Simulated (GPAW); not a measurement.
Input of a GPAW 26.7.0 run:

Contents of run.py:

```python
from ase.dft.bandgap import bandgap
from ase.io import read, write
from ase.units import GPa
from gpaw import GPAW, PW

atoms = read('POSCAR')

calc = GPAW(mode=PW(600),
            xc='PBE',
            kpts={'size': (8, 8, 8), 'gamma': True},
            occupations={'name': 'methfessel-paxton', 'order': 0, 'width': 0.016},
            nbands=18,
            convergence={'density': 1e-05, 'energy': 1e-05},
            maxiter=150,
            txt='gpaw.txt')
atoms.calc = calc
energy = atoms.get_potential_energy()
forces = atoms.get_forces()
stress = atoms.get_stress()
calc.write('gs.gpw')
write('result.traj', atoms)
print(f'Energy: {energy:.6f} eV')
print('Forces (eV/A):')
print(forces.round(4))
print('Stress (GPa):', (stress / GPa).round(3))
print('Fermi level:', round(calc.get_fermi_level(), 4), 'eV')
print(f'Gap: {bandgap(calc)[0]:.4f} eV, direct: {bandgap(calc, direct=True)[0]:.4f} eV')
```

File POSCAR:

```
GaSb
1.0
    0.0000000000      3.0590000000      3.0590000000
    3.0590000000      0.0000000000      3.0590000000
    3.0590000000      3.0590000000      0.0000000000
Sb Ga
1 1
Direct
    0.7500000000      0.7500000000      0.7500000000
    0.0000000000      0.0000000000      0.0000000000
```

Potentials or basis: GPAW PAW data sets (gpaw-data 1.2.1), pw.

Launch:

```sh
$ OMP_NUM_THREADS=1 python run.py
```

(1) What does it give for the band gap on the k mesh?

(2) What does it give for the pressure?

## Answers

(1) 0.09 eV, direct.

(2) 2.3 GPa.

Caveat: spin-orbit coupling is left out, which moves the levels of the heavy elements.

**Measured values to compare with.**

From a printed reference work, data compilation, for a bulk crystal of GaSb at 4.2 K: band gap 0.811 eV (direct).

Measured gap of GaSb: 0.811 eV (direct; 4.2 K; a printed reference work, data compilation). This calculation gives 0.09 eV (-0.72 eV). Spin-orbit coupling on Ga, Sb is left out. The value is that of PBE on a finite k mesh, which can miss the band edges, without temperature or zero-point motion. Semilocal functionals fall short of measured gaps as a rule.
